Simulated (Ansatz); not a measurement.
Level of theory: DFT, PBE, scalar-relativistic, collinear spin; plane waves to 420 eV with PAW datasets (Ansatz 0.2.0), Γ-centred 12×12×8 mesh, 0.05 eV Gaussian smearing; PAW files: Ansatz's generated set soft_2.

A compound XO has these computed properties.

```json
{"Space group": "P6_3/mmc (No. 194)", "Conventional cell": "a = 2.913 Å, b = 2.913 Å, c = 5.055 Å, α = 90.00°, β = 90.00°, γ = 120.00°", "Volume": "9.29 Å³/atom", "Band gap": "0.76 eV", "Smallest direct gap": "0.86 eV (over both spins)", "Magnetic state": "antiferromagnetic", "Site spin moments": "X 1.33, -1.33 μB", "Spin moment of the cell": "0.00 μB", "Bader charges": "X 1.09; O -1.09 e", "Formation energy from the elements (0 K, uncorrected)": "-0.59 eV/atom", "Bulk modulus (Birch–Murnaghan)": "187 GPa", "Pressure derivative B0′": "4.4"}
```

Sites: X on 2a, O on 2c.

Problem. Which element is X?
A. Fe
B. Zn
C. Co
D. Ni

Solution. D. X is Ni, so the compound is NiO.

The start was a prototype's sites filled with these elements. The Crystallography Open Database lists the compound in space group Fm-3m (rock salt), so this is a trial structure.

Semilocal functionals underestimate band gaps, commonly by a third or more. Site moments are of spin, integrated over atomic spheres.
